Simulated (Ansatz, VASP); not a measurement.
# GaAs: VASP beside Ansatz

File INCAR:

```
ALGO     = Normal         # electronic algorithm
EDIFF    = 1E-7           # SCF threshold, eV
ENCUT    = 520            # plane-wave cutoff, eV
GGA      = RE             # functional
ISIF     = 2              # what is computed and relaxed
ISMEAR   = -1             # smearing method
LASPH    = True           # aspherical terms in the spheres
LCHARG   = False          # write CHGCAR
LREAL    = False          # projectors in reciprocal space
LWAVE    = False          # write WAVECAR
NBANDS   = 16             # bands
NELM     = 80             # most SCF steps
PREC     = Accurate       # precision mode
SIGMA    = 0.05           # smearing width, eV
```

KPOINTS

```
k-points
0
Gamma
  8 8 8
```

Contents of POSCAR:

```
GaAs
1.0
    0.0000000000      2.8268500000      2.8268500000
    2.8268500000      0.0000000000      2.8268500000
    2.8268500000      2.8268500000      0.0000000000
As Ga
1 1
Direct
    0.7500000000      0.7500000000      0.7500000000
    0.0000000000      0.0000000000      0.0000000000
```

File input.yaml:

```yaml
crystal:
  lattice:
    - [0.0, 2.82685, 2.82685]
    - [2.82685, 0.0, 2.82685]
    - [2.82685, 2.82685, 0.0]
  atoms:
    - { symbol: As, position: [0.75, 0.75, 0.75] }
    - { symbol: Ga, position: [0.0, 0.0, 0.0] }
hamiltonian:
  xc: revpbe
  pseudopotentials: { kind: paw }
kpoints:
  mp_grid: { grid: [8, 8, 8] }
  band_path:
    path:
      - [[0.0, 0.0, 0.0], [0.5, 0.0, 0.5], [0.5, 0.25, 0.75], [0.375, 0.375, 0.75], [0.0, 0.0, 0.0], [0.5, 0.5, 0.5], [0.625, 0.25, 0.625], [0.5, 0.25, 0.75], [0.5, 0.5, 0.5], [0.375, 0.375, 0.75]]
      - [[0.625, 0.25, 0.625], [0.5, 0.0, 0.5]]
    npoints: 14
scf:
  occupations: { method: fermi_dirac, width: 0.05 }
  n_extra_bands: 6
output:
  forces: true
  stress: true
  eigenvalues: true
  fatbands: true
  write_density: true
  write_potential: true
  elf: true
  volumetric_format: npy
```

Alike in both runs: functional revPBE; k mesh 8 × 8 × 8; occupations fermi-dirac, width 0.05 eV; no spin polarisation.

```csv
,VASP,Ansatz
version,VASP 6.6.1,Ansatz 0.2.0
potentials or method,"VASP PAW PBE potentials, release 64 (As, Ga_d)",Ansatz PAW
plane-wave cutoff (eV),520,420
valence electrons in the cell,18,28
task,single point,band structure
```

VASP gave:

| Property | Result |
| --- | --- |
| gap on the k mesh at the Fermi level (eV) | 0.61 |
| least direct gap on the mesh (eV) | 0.61 |
| pressure (GPa) | 4.9 |

Problem. Estimate Ansatz's values.

Solution. gap on the k mesh at the Fermi level (eV): 0.61; least direct gap on the mesh (eV): 0.61; pressure (GPa): 4.7.

The two sets of potentials don't hold the same shells in valence.

Caveats: the PAW data sets were made with another functional, which shifts forces and pressure a little (VASP); the PAW data sets come from PBE, with cores solved anew for the run's functional, which leaves a small shift of forces and pressure (Ansatz). A k mesh can miss the band edges. Expect the measured gap to be larger: semilocal functionals such as revPBE lack the derivative discontinuity.
